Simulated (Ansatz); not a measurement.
# InSe (R3m) in Ansatz: phonons with PBE

Aim: the phonons of InSe with PBE.

Program: Ansatz 0.2.0. These are calculated values, not measurements. Logs are shortened: lines on timing, memory, paths and dates and some standing lists are left out, and cuts for length are marked.

**Measured values to compare with.**

From “The Interaction of Hydrogen with the van der Waals Crystal γ-InSe”, 2020, pmc:7321205, for a bulk crystal of InSe at 300 K: band gap 1.25 eV.

The runs below are set against these values where they give the same quantity.

**1. Starting point**

The structure is trigonal, space group R3m (No. 160). Conventional cell: a = 4.000 Å, b = 4.000 Å, c = 25.320 Å, α = 90.00°, β = 90.00°, γ = 120.00°. In (site symmetry 3m) has 3 Se at 2.63 Å and 1 In at 2.82 Å as nearest neighbours. Around In (site symmetry 3m) lie 3 Se at 2.64 Å and 1 In at 2.82 Å. Around Se (site symmetry 3m) lie 3 In at 2.63 Å. Around Se (site symmetry 3m) lie 3 In at 2.64 Å.

**2. Phonons, PBE**

The input, input.yaml:

```yaml
crystal:
  lattice:
    - [2.0, 1.1547005384, 8.44]
    - [-2.0, 1.1547005384, 8.44]
    - [0.0, -2.3094010768, 8.44]
  atoms:
    - { symbol: In, position: [0.8886, 0.8886, 0.8886] }
    - { symbol: In, position: [0.0, 0.0, 0.0] }
    - { symbol: Se, position: [0.1719, 0.1719, 0.1719] }
    - { symbol: Se, position: [0.3835, 0.3835, 0.3835] }
kpoints:
  mp_grid: { grid: [8, 8, 8] }
scf:
  occupations: { method: fermi_dirac, width: 0.05 }
hamiltonian:
  xc: pbe
  pseudopotentials: { kind: all_electron, lapw: { basis_error: 0.002 } }
output: {}
phonons:
  method: fd
  supercell: [1, 1, 1]
```

Potentials or basis: all-electron LAPW, scalar-relativistic.

Run with:

```console
> ansatz run input.yaml --threads 2 --pin off --max-ram 6144MiB --backend cpu --events-out ev --progress --plain --runs-dir out
```

What it wrote:

```text
Warning: RAYON_NUM_THREADS=2 ignored (pool sized by the plan → 2); use --threads N
LAPW: plane waves up to 8.448 Å⁻¹, error target 2.0e-3 eV per atom; small_component_spin mean_spin; Se in spheres of 1.227 Å, 24 of its electrons in bands, Dirac shells []; In in spheres of 1.328 Å, 21 of its electrons in bands, Dirac shells [] (how accurate: hamiltonian.pseudopotentials.lapw.basis_error, Limitations)
Engine: ansatz 0.2.0, aarch64-unknown-linux-gnu
Pseudopotentials: kind: all_electron
Pseudopotential: In, LAPW, valence charge 21, lapw/all_electron/scalar/gaussian/In, Koelling and Harmon's equation, gaussian nucleus
Pseudopotential: Se, LAPW, valence charge 24, lapw/all_electron/scalar/gaussian/Se, Koelling and Harmon's equation, gaussian nucleus
Functional definition: PBE
  parameter kappa = 0.804
  parameter beta = 0.06672455060314922
  exchange = pbe_x(kappa = kappa, mu = beta*pi^2/3)
  correlation = pbe_c(beta = beta)
Crystal: 4 atoms, lattice volume = 116.948 Å³
Basis set: ecut = 271.91623260491565 eV, 1217 PW (Γ), FFT grids on a1−a3, a2−a3, a3, exchange–correlation at level 2
Bands: 54, of which v1, the nominal top of the filled ones, is band 45 counted from 1 (44 counted from 0)
Symmetry: 6 space group operations
k-points: 65 of 512 (time reversal used)
Non-local potential: In, projectors of the file, none
Non-local potential: Se, projectors of the file, none
Initial density: superposition of atomic densities (chi_scale 0.1, normalization cell, long waves 34 % of neutral atoms (reshape's long-wave potential 1.34 eV rms, cloud 2.62 Å wide))
Initial wavefunctions: plane waves of lowest kinetic energy (no species holds an atomic orbital)
Functional: x = pbe(κ = 0.804, μ = 0.2195149727645171), c = pbe(β = 0.06672455060314922)
iter 1 solved again at ethr=1.86e-3 eV; its pass at ethr=1.00e-1 eV (dr2=1.67e0 eV) is discarded
SCF iter   1: F=—  HF=-452345.735403 eV  |F-HF|=—  |Δ(HF+E_count)|=         —  Δρ=2.60e-2  dr2=1.67e0  ethr=1.86e-3  ⟨swp⟩=2.0  Hψ=21925  notcnv=0
preconditioner: auto → Resta (q_TF=auto, 2.612 Å⁻¹)  ε∞=3.0  [insulator: Δε(μ)=0.635 eV  Ē_g=14.890 eV  σ=0.050 eV  W_gap=1.00  n_scr=36 (ndim 8)  ℏωp=21.2 eV  f_vac=0.150  D(μ)=0.00/eV (n_scr^D=0)  ε∞_Penn≈3.0]
SCF iter   2: F=—  HF=-452345.322286 eV  |F-HF|=—  |Δ(HF+E_count)|=   4.13e-1  Δρ=1.19e-2  dr2=2.59e-1  ethr=1.86e-3  ⟨swp⟩=3.0  Hψ=10812  notcnv=0
SCF iter   3: F=—  HF=-452345.292447 eV  |F-HF|=—  |Δ(HF+E_count)|=   2.98e-2  Δρ=6.67e-3  dr2=7.99e-2  ethr=2.88e-4  ⟨swp⟩=2.0  Hψ=10605  notcnv=0
iter 4 solved again at ethr=4.59e-6 eV; its pass at ethr=8.88e-5 eV (dr2=4.13e-3 eV) is discarded
SCF iter   4: F=—  HF=-452345.292138 eV  |F-HF|=—  |Δ(HF+E_count)|=         —  Δρ=1.29e-3  dr2=4.12e-3  ethr=4.59e-6  ⟨swp⟩=2.0  Hψ=17647  notcnv=0
the basis was enlarged: its passes take 224.2 KiB over the memory plan, 2 of 2 planned eigensolver slots
SCF iter   5: F=—  HF=-452345.292190 eV  |F-HF|=—  |Δ(HF+E_count)|=   5.13e-5  Δρ=4.09e-4  dr2=3.31e-4  ethr=4.58e-6  ⟨swp⟩=3.0  Hψ=10274  notcnv=0
SCF iter   6: F=—  HF=-452345.292473 eV  |F-HF|=—  |Δ(HF+E_count)|=   2.84e-4  Δρ=1.92e-4  dr2=6.59e-5  ethr=3.68e-7  ⟨swp⟩=3.0  Hψ=10446  notcnv=0
SCF iter   7: F=—  HF=-452345.292590 eV  |F-HF|=—  |Δ(HF+E_count)|=   1.17e-4  Δρ=6.42e-5  dr2=9.02e-6  ethr=7.32e-8  ⟨swp⟩=3.0  Hψ=10509  notcnv=0
SCF iter   8: F=—  HF=-452345.292599 eV  |F-HF|=—  |Δ(HF+E_count)|=   9.08e-6  Δρ=2.10e-5  dr2=8.38e-7  ethr=1.00e-8  ⟨swp⟩=3.0  Hψ=10597  notcnv=0
SCF iter   9: F=—  HF=-452345.292601 eV  |F-HF|=—  |Δ(HF+E_count)|=   1.80e-6  Δρ=8.43e-6  dr2=1.19e-7  ethr=9.31e-10  ⟨swp⟩=3.0  Hψ=10575  notcnv=0
SCF iter  10: F=—  HF=-452345.292601 eV  |F-HF|=—  |Δ(HF+E_count)|=   1.76e-7  Δρ=4.26e-6  dr2=2.59e-8  ethr=1.32e-10  ⟨swp⟩=3.0  Hψ=10494  notcnv=0
SCF iter  11: F=—  HF=-452345.292601 eV  |F-HF|=—  |Δ(HF+E_count)|=   7.24e-8  Δρ=1.26e-6  dr2=2.80e-9  ethr=2.88e-11  ⟨swp⟩=3.0  Hψ=10610  notcnv=0
SCF iter  12: F=-452345.292601 eV  HF=-452345.292601 eV  |F-HF|=5.24e-10  |Δ(HF+E_count)|=   4.83e-9  Δρ=4.04e-7  dr2=3.26e-10  ethr=7.19e-12 (applied; sched 3.11e-12)  ⟨swp⟩=3.0  Hψ=10497  notcnv=0
SCF 1 converged in 12 iterations: F = -452345.292601 eV  dr2 = 3.26e-10
[... 79 lines left out ...]
SCF iter   7: F=-452345.294344 eV  HF=-452345.294344 eV  |F-HF|=5.24e-10  |Δ(HF+E_count)|=   8.61e-9  Δρ=4.68e-7  dr2=3.93e-10  ethr=7.19e-12 (applied; sched 4.69e-12)  ⟨swp⟩=3.0  Hψ=24234  notcnv=0
SCF 8 converged in 7 iterations: F = -452345.294344 eV  dr2 = 3.93e-10
iter 1 solved again at ethr=1.65e-7 eV; its pass at ethr=1.00e-1 eV (dr2=1.48e-4 eV) is discarded
SCF iter   1: F=—  HF=-452345.290142 eV  |F-HF|=—  |Δ(HF+E_count)|=         —  Δρ=1.90e-4  dr2=1.08e-4  ethr=1.65e-7  ⟨swp⟩=5.0  Hψ=67354  notcnv=0
preconditioner: auto → Resta (q_TF=auto, 2.612 Å⁻¹)  ε∞=2.9  [insulator: Δε(μ)=0.436 eV  Ē_g=15.175 eV  σ=0.050 eV  W_gap=0.97  n_scr=36 (ndim 8)  ℏωp=21.2 eV  f_vac=0.212  D(μ)=0.00/eV (n_scr^D=0)  ε∞_Penn≈2.9]
SCF iter   2: F=—  HF=-452345.290126 eV  |F-HF|=—  |Δ(HF+E_count)|=   1.67e-5  Δρ=9.10e-5  dr2=1.22e-5  ethr=1.19e-7  ⟨swp⟩=2.0  Hψ=23184  notcnv=0
SCF iter   3: F=—  HF=-452345.290126 eV  |F-HF|=—  |Δ(HF+E_count)|=   3.89e-7  Δρ=4.86e-5  dr2=3.53e-6  ethr=1.36e-8  ⟨swp⟩=2.0  Hψ=23183  notcnv=0
iter 4 solved again at ethr=2.66e-10 eV; its pass at ethr=3.93e-9 eV (dr2=2.40e-7 eV) is discarded
SCF iter   4: F=—  HF=-452345.290127 eV  |F-HF|=—  |Δ(HF+E_count)|=   6.61e-7  Δρ=1.00e-5  dr2=2.39e-7  ethr=2.66e-10  ⟨swp⟩=2.0  Hψ=39989  notcnv=0
SCF iter   5: F=—  HF=-452345.290127 eV  |F-HF|=—  |Δ(HF+E_count)|=   5.36e-9  Δρ=3.81e-6  dr2=2.91e-8  ethr=2.66e-10  ⟨swp⟩=3.0  Hψ=23526  notcnv=0
SCF iter   6: F=—  HF=-452345.290127 eV  |F-HF|=—  |Δ(HF+E_count)|=   2.18e-8  Δρ=1.54e-6  dr2=4.25e-9  ethr=3.23e-11  ⟨swp⟩=3.0  Hψ=24088  notcnv=0
SCF iter   7: F=-452345.290127 eV  HF=-452345.290127 eV  |F-HF|=4.66e-10  |Δ(HF+E_count)|=   4.83e-9  Δρ=4.39e-7  dr2=3.40e-10  ethr=7.19e-12 (applied; sched 4.72e-12)  ⟨swp⟩=3.0  Hψ=24254  notcnv=0
SCF 9 converged in 7 iterations: F = -452345.290127 eV  dr2 = 3.40e-10
SCF converged after 12 iterations
Free energy (F): -452345.292601 eV
Harris-Foulkes:  -452345.292601 eV  (|F-HF|=5.24e-10)
Internal energy: -452345.292567 eV  (E = F + TS)
E sigma→0 (E₀):  -452345.292584 eV
Entropy (-TS):   -0.000034 eV (-0.009 meV/atom)
Fermi energy:    9.233156 eV
--- Per-component energies (eV) ---
  E_band       = -4470.990566
  E_kinetic    = 471366.351767
  E_xc         = -13498.464567
  E_electrostatic = -910213.179766  (all electrons and nuclei)
  E_smearing   = -0.000034  (= −TS)
  E_closure    = 0.000000  (closes the sum)
  E_atoms      = -452331.196338  (free atoms, spherical and without spin; not in F)
  Σ components = -452345.292601   (vs F -452345.292601, Δ=0.00e0)
  Basis errors (estimates in eV, not in F): energy 8.9e-4 per atom: plane waves 8.1e-4 (4.8e-4 summed), levels above the bands 1.1e-71, relativity 9.9e-8, radial functions 7.8e-5, core shells 6.2e-7; eigenvalues (radial functions only) 6.5e-7; not estimated: angular momenta, meshes, grids; target (lapw.basis_error) 2.0e-3; muffin-tin radii Se 1.227 Å, In 1.328 Å
--- Forces (eV/Å), atoms counted from 1 ---
  atom   1  In     0.00000000     0.00000000     0.36505366
  atom   2  In     0.00000000     0.00000000    -0.34952440
  atom   3  Se     0.00000000     0.00000000    -0.25838825
  atom   4  Se     0.00000000    -0.00000000     0.24285974
  max |Σ_I F_I| component: 7.48e-7 eV/Å
--- Band table (eV; the first three rows and the last of 65) ---
  k-point 0: bands = ["-198.7716", "-198.7644", "-138.2492", "-138.2492", "-138.2414", "-138.2414", "-138.2158", "-138.2100", "-106.3859", "-106.3814", "-64.8830", "-64.8830", "-64.8784", "-64.8784", "-64.8564", "-64.8354", "-38.4717", "-38.4717", "-38.4636", "-38.4636", "-38.4443", "-38.4443", "-38.4377", "-38.4377", "-38.4341", "-38.4279", "-5.7818", "-5.6101", "-5.6101", "-5.5360", "-5.5360", "-5.5142", "-5.5142", "-5.3494", "-5.3494", "-5.3471", "-4.5571", "-4.1578", "2.7085", "5.5594", "7.4918", "7.6958", "7.6958", "7.7889", "7.7889", "10.7003", "11.1084", "13.4053", "13.4053", "14.1829", "14.4994", "14.4994", "16.5432", "17.6704"]
  k-point 1: bands = ["-198.7716", "-198.7644", "-138.2492", "-138.2492", "-138.2414", "-138.2414", "-138.2158", "-138.2100", "-106.3859", "-106.3814", "-64.8831", "-64.8830", "-64.8785", "-64.8784", "-64.8564", "-64.8354", "-38.4717", "-38.4716", "-38.4636", "-38.4635", "-38.4443", "-38.4443", "-38.4377", "-38.4377", "-38.4341", "-38.4279", "-5.7875", "-5.6658", "-5.6067", "-5.6039", "-5.5248", "-5.5184", "-5.5070", "-5.3833", "-5.3507", "-5.2893", "-4.3806", "-4.0110", "2.8209", "5.2888", "6.7101", "7.3099", "7.4993", "7.6237", "7.8929", "11.0415", "11.7897", "12.7062", "13.5569", "13.8412", "14.5396", "14.8477", "16.1632", "17.4747"]
  k-point 2: bands = ["-198.7716", "-198.7644", "-138.2492", "-138.2492", "-138.2414", "-138.2414", "-138.2158", "-138.2100", "-106.3859", "-106.3814", "-64.8832", "-64.8831", "-64.8786", "-64.8785", "-64.8564", "-64.8354", "-38.4717", "-38.4715", "-38.4635", "-38.4634", "-38.4444", "-38.4443", "-38.4377", "-38.4377", "-38.4340", "-38.4278", "-5.8432", "-5.7250", "-5.7155", "-5.6026", "-5.5285", "-5.4979", "-5.4852", "-5.3999", "-5.3533", "-5.2384", "-3.9625", "-3.6542", "3.0171", "4.5176", "5.5266", "6.9584", "7.1075", "7.2439", "7.9975", "11.0318", "11.2045", "13.0541", "13.2476", "13.7708", "15.4118", "15.4606", "15.7344", "16.8994"]
  k-point 64: bands = ["-198.7716", "-198.7644", "-138.2492", "-138.2492", "-138.2414", "-138.2414", "-138.2158", "-138.2100", "-106.3859", "-106.3814", "-64.8830", "-64.8830", "-64.8784", "-64.8784", "-64.8564", "-64.8354", "-38.4717", "-38.4717", "-38.4636", "-38.4636", "-38.4443", "-38.4443", "-38.4377", "-38.4377", "-38.4341", "-38.4279", "-5.7816", "-5.6103", "-5.6103", "-5.5358", "-5.5358", "-5.5143", "-5.5143", "-5.3558", "-5.3493", "-5.3493", "-4.4157", "-4.3064", "3.0569", "4.6663", "7.6281", "7.6281", "7.8631", "7.8631", "8.9979", "9.4438", "11.1706", "13.3229", "13.3229", "14.6238", "14.6238", "14.6667", "17.0242", "17.7539"]
--- Phonons: 8 displaced members + reference (amplitude 0.01 Å, Σ member SCF iterations 56) ---
  symmetry images taken by strict's conditions (phonons.symmetry_images: auto; settled by no image being taken that strict refuses)
  ASR residual: 7.625e-4 → 0.000e0 eV/Å²; symmetrization residual: 1.805e-4 eV/Å²
  largest component of a force at the reference: 3.7e-1 eV/Å
  ASR residual per site (eV/Å²): 5.99e-4 7.62e-4 5.19e-4 6.32e-4
  Γ frequencies (cm⁻¹): 0.00 0.00 0.00 39.16 39.16 108.23 177.24 177.24 179.85 179.85 189.87 223.03
  density of states and harmonic sums: on the 18×18×18 q-mesh, interpolated from the force constants of a 1×1×1 supercell (no non-analytic term)
  largest difference from the sums on the solved wave vectors: F 4.73e-1 eV, S 7.32e-4 and C_V 2.58e-4 eV/K
  zero-point energy: 0.097032 eV/cell   skipped modes (ω ≤ 0): 3   left out of the sums: 4.29e-5 of the cell's modes: C_V's classical limit lies that fraction below 3 k_B per atom; for a crystal, a wire or a layer, F and S can be off by more, and a phonons.interpolated_qmesh denser along its periods is the remedy for the sampling
```

Run time: 23 min. Hardware: 2 threads of Arm Neoverse V2, shared host; peak memory 1.4 GiB.

Results:

- Free energy: -452345.2926 eV
- Largest force: 0.365 eV/Å
- Band gap on the k mesh: 0.45 eV, direct
- Highest phonon frequency at Γ, LO-TO splitting left out: 223 cm⁻¹

Forces in eV/Å, atoms in the order of the input:
```
In   0.000  0.000  0.365
In   0.000  0.000 -0.350
Se   0.000  0.000 -0.258
Se   0.000  0.000  0.243
```

Phonon frequencies in cm⁻¹ (negative: imaginary):
| q point | frequencies |
| --- | --- |
| (0.000, 0.000, 0.000) | 0 0 0 39 39 108 177 177 180 180 190 223 |

Caveat: spin-orbit coupling is left out, which moves the levels of the heavy elements.

**3. Comparison with measurements**

Step 2. Measured gap of InSe: 1.25 eV (300 K; “The Interaction of Hydrogen with the van der Waals Crystal γ-InSe”, 2020, pmc:7321205). This calculation gives 0.45 eV (-0.80 eV). Spin-orbit coupling on In, Se is left out. The value is that of PBE on a finite k mesh, which can miss the band edges, without temperature or zero-point motion. Semilocal functionals fall short of measured gaps as a rule.
